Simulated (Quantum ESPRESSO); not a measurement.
Wanted: the native input for a Quantum ESPRESSO 7.5 run.

- Task: single point
- Functional: PBE
- Potentials or basis: SSSP 1.3 efficiency PBE
- Cutoff: 816 eV
- Density cutoff: 6531 eV
- k mesh: 10 × 10 × 10
- Occupations: fermi-dirac, width 0.05 eV
- Spin: no spin polarisation
- Mixing beta: 0.5
- Most SCF iterations: 120
- SCF threshold: 6e-10 Ry

MgH2:

```
CELL_PARAMETERS angstrom
0.00000 2.38107 2.38107
2.38107 0.00000 2.38107
2.38107 2.38107 0.00000
ATOMIC_POSITIONS crystal
Mg 0.01200 0.98329 0.01151
H 0.75196 0.75155 0.74745
H 0.23603 0.26516 0.24103
```

The cell comes from a database or a generator and needn't be the stable form of this composition.

One way to write it, as run:

pw.in

```
&CONTROL
  calculation = 'scf'
  prefix = 'pwscf'
  outdir = './tmp'
  pseudo_dir = './pseudo'
  tprnfor = .true.
  tstress = .true.
  disk_io = 'low'
/
&SYSTEM
  ibrav = 0
  nat = 3
  ntyp = 2
  ecutwfc = 60
  ecutrho = 480
  nbnd = 7
  occupations = 'smearing'
  smearing = 'fd'
  degauss = 0.00367493
/
&ELECTRONS
  conv_thr = 6d-10
  electron_maxstep = 120
  mixing_beta = 0.5
/
ATOMIC_SPECIES
Mg    24.3050 Mg.pbe-n-kjpaw_psl.0.3.0.UPF
H      1.0080 H.pbe-rrkjus_psl.1.0.0.UPF
CELL_PARAMETERS angstrom
   0.0000000000    2.3810671700    2.3810671700
   2.3810671700    0.0000000000    2.3810671700
   2.3810671700    2.3810671700    0.0000000000
ATOMIC_POSITIONS crystal
Mg     0.0120048800    0.9832899500    0.0115125200
H      0.7519630300    0.7515515000    0.7474538500
H      0.2360320900    0.2651585500    0.2410336300
K_POINTS automatic
10 10 10 0 0 0
```

pp_density.in

```
&INPUTPP
  prefix = 'pwscf'
  outdir = './tmp'
  filplot = 'density.dat'
  plot_num = 0
/
&PLOT
  nfile = 1
  filepp(1) = 'density.dat'
  iflag = 3
  output_format = 6
  fileout = 'density.cube'
/
```

pp_potential.in

```
&INPUTPP
  prefix = 'pwscf'
  outdir = './tmp'
  filplot = 'potential.dat'
  plot_num = 11
/
&PLOT
  nfile = 1
  filepp(1) = 'potential.dat'
  iflag = 3
  output_format = 6
  fileout = 'potential.cube'
/
```

Potentials or basis: SSSP 1.3 efficiency PBE.

The run is started by

```console
$ OMP_NUM_THREADS=1 pw.x -in pw.in > pw.out
$ OMP_NUM_THREADS=1 pp.x -in pp_density.in > pp_density.out
$ OMP_NUM_THREADS=1 pp.x -in pp_potential.in > pp_potential.out
```

Results of the run:

```json
{
 "Pressure": "-0.2 GPa",
 "Largest force": "0.266 eV/Å",
 "Band gap on the k mesh": "none (metal or under the smearing width)"
}
```

Wall time 37 s on 1 thread of Intel(R) Xeon(R) Platinum 8488C (Sapphire Rapids), with other jobs on the host, peak memory 0.14 GiB.
